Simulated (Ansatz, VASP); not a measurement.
Si: VASP beside Ansatz

The input INCAR:

```
PREC = Accurate
ENCUT = 600
EDIFF = 1E-6
ISMEAR = 0
SIGMA = 0.02
LREAL = False
LASPH = True
NELM = 100
ALGO = Fast
ISIF = 3
LWAVE = False
LCHARG = False
IBRION = 2
NSW = 100
EDIFFG = -0.005
```

Contents of KPOINTS:

```
regular mesh
0
Gamma
  10 10 10
```

The input POSCAR:

```
Si
1.0
    0.0000000000      2.7154700000      2.7154700000
    2.7154700000      0.0000000000      2.7154700000
    2.7154700000      2.7154700000      0.0000000000
Si
2
Direct
    0.5000000000      0.5000000000      0.5000000000
    0.7500000000      0.7500000000      0.7500000000
```

Input for Ansatz:

```yaml
crystal:
  lattice:
    - [0.0, 2.71547, 2.71547]
    - [2.71547, 0.0, 2.71547]
    - [2.71547, 2.71547, 0.0]
  atoms:
    - { symbol: Si, position: [0.5, 0.5, 0.5] }
    - { symbol: Si, position: [0.75, 0.75, 0.75] }
basis:
  ecutwfc: 420
kpoints:
  mp_grid: { grid: [10, 10, 10] }
hamiltonian:
  xc: lda
scf:
  occupations: { method: gaussian, width: 0.02 }
output:
  forces: true
  stress: true
  eigenvalues: true
  write_density: true
  write_potential: true
  elf: true
  volumetric_format: npy
relax:
  adjacent_minimum: "off"
  f_tol: 0.005
  max_steps: 80
  cell: { stress_tol: 0.05 }
```

Alike in both runs: task relaxation of cell and atoms; functional LDA; k mesh 10 × 10 × 10; occupations gaussian, width 0.02 eV; no spin polarisation.

```csv
,VASP,Ansatz
version,VASP 6.6.1,Ansatz 0.2.0
potentials or method,"VASP PAW LDA potentials, release 64 (Si)","scalar-relativistic, plane waves, PAW"
plane-wave cutoff (eV),600,420
valence electrons in the cell,8,8
```

|  | VASP | Ansatz | Ansatz less VASP |
| --- | --- | --- | --- |
| gap on the k mesh at the Fermi level, each at its own relaxed structure (eV) | 0.45 | 0.45 | +0.001 |
| relaxed volume (Å³/atom) | 19.72 | 19.70 | -0.012 |
| relaxed cell length with the largest relative difference (Å) | 3.821 | 3.820 | -0.0008 |
| energy change over the relaxation (meV/atom) | -1 | -2 | -0.1 |

A k mesh can miss the band edges. Zero-point motion and thermal expansion aren't in these numbers. LDA usually gives volumes a few per cent too small.
